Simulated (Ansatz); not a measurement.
A series in volume per atom on PbS

All-electron LAPW DFT of a crystal on the k mesh given, cartesian forces, stress positive in compression, open shells may miss their lowest state, no spin. The results are calculated, by Ansatz 0.2 development.

Cell of the first row (space group Fm-3m, No. 225):
```
cell vectors (Å)
   0.0000     2.8837     2.8837
   2.8837     0.0000     2.8837
   2.8837     2.8837     0.0000
atoms (fractions of the cell vectors)
Pb  0.00000  0.00000  0.00000
S   0.50000  0.50000  0.50000
```

Settings of every row: k mesh 8x8x8; k shift 0x0x0; occupations Fermi-Dirac; smearing width 0.06 eV; functional PBE; relativity scalar; nucleus point; basis error target 0.25 meV/atom; hardware server CPU, model not recorded, shared host; command ansatz run INPUT --backend cpu --pin off --threads 1.

Limits: no spin-orbit coupling, which can matter with elements this heavy.

```csv
row,volume per atom (Å³),pressure (GPa)
1,23.981,8.36
2,24.763,?
3,25.545,3.59
4,26.327,1.67
5,27.109,0.02
6,27.891,-1.39
7,28.673,-2.6
```

Question: what pressure should row 2 give?

Worked fit of pressure. Take u = (V_r/V)^(2/3) − 1 with V_r = 26.718 Å³ an atom, which is twice the finite (Eulerian) strain; such expansions in the strain, on which the Birch-Murnaghan equation of state is built, carry the rest volume and the bulk modulus. The shown rows have u = 0.07471, 0.03038, 0.00988, -0.00964, -0.02824, -0.04599. Least squares give pressure = 0.816 + 84.46 × u + 221.2 × u² GPa; a straight line predicts inner rows, each left out in turn, worse (root mean square 0.33 against 0.0043 GPa). All shown rows lie on it to the printed digit. The pressure vanishes at u = -0.0099, or V = 27.12 Å³ an atom, and there the bulk modulus at fixed shape and fractions is B = −V dP/dV = (2/3)(1 + u) dP/du = 52.9 GPa. The withheld row has u = 0.05196, so the fit gives 0.816 + 84.46 × (0.05196) + 221.2 × (0.05196)² = 5.80 GPa.

The calculation gave 5.81 GPa. The fit lies 0.01 GPa (0.091 % of the column's range) below it, one unit of the last digit.
